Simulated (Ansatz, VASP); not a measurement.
**Pb: VASP beside Ansatz**

File POSCAR:

```
Pb
1.0
    3.4566435916      0.0000000000      0.0000000000
   -1.7283217958      2.9935411621      0.0000000000
    0.0000000000      0.0000000000      5.5524820910
Pb
2
Direct
    0.6666666667      0.3333333333      0.7500000000
    0.3333333333      0.6666666667      0.2500000000
```

INCAR.step1

```
SYSTEM = Pb
ALGO = Normal
EDIFF = 1E-4
ENCUT = 520
GGA = PE
ISMEAR = -1
LASPH = .True.
LCHARG = .False.
LREAL = .False.
LWAVE = .True.
NBANDS = 21
NELM = 80
PREC = Accurate
SIGMA = 0.05
```

File INCAR.step2:

```
SYSTEM = Pb
ALGO = Normal
EDIFF = 1E-7
ENCUT = 520
ISIF = 2
ISMEAR = -1
ISTART = 1
LASPH = .True.
LCHARG = .False.
LMIXTAU = .True.
LREAL = .False.
LWAVE = .False.
METAGGA = R2SCAN
NBANDS = 21
NELM = 80
PREC = Accurate
SIGMA = 0.05
```

KPOINTS

```
k-points
0
Gamma
  9 9 5
  0 0 0
```

File input.yaml:

```yaml
crystal:
  lattice:
    - [3.4566435916, 0.0, 0.0]
    - [-1.7283217958, 2.9935411621, 0.0]
    - [0.0, 0.0, 5.552482091]
  atoms:
    - { symbol: Pb, position: [0.6666666667, 0.3333333333, 0.75] }
    - { symbol: Pb, position: [0.3333333333, 0.6666666667, 0.25] }
hamiltonian:
  xc: r2scan
  pseudopotentials: { kind: paw }
kpoints:
  mp_grid: { grid: [9, 9, 5] }
scf:
  occupations: { method: fermi_dirac, width: 0.05 }
output:
  forces: true
  stress: true
  eigenvalues: true
```

This isn't the form of Pb at room conditions, which is fcc.

Alike in both runs: task single point; functional r2SCAN; k mesh 9 × 9 × 5; occupations fermi-dirac, width 0.05 eV; no spin polarisation.

```csv
,VASP,Ansatz
version,VASP 6.6.1,Ansatz 0.2.0
potentials or method,"VASP PAW PBE potentials, release 64 (Pb_d)",Ansatz PAW
plane-wave cutoff (eV),520,500
valence electrons in the cell,28,28
```

Ansatz gave:

- gap on the k mesh at the Fermi level (eV): none
- pressure (GPa): 4.1
- largest component of the traceless stress (GPa): 3.02

Task: Estimate VASP's values.

Result: gap on the k mesh at the Fermi level (eV): none; pressure (GPa): 4.1; largest component of the traceless stress (GPa): 3.01.

A gap of «none» marks a metal or a gap that the smearing closes.

Caveats: the PAW data sets were made with another functional, which shifts forces and pressure a little (VASP); the PAW data sets come from PBE, with cores solved anew for the run's functional, which leaves a small shift of forces and pressure (Ansatz). Spin-orbit coupling is left out, which matters for the levels of Pb.
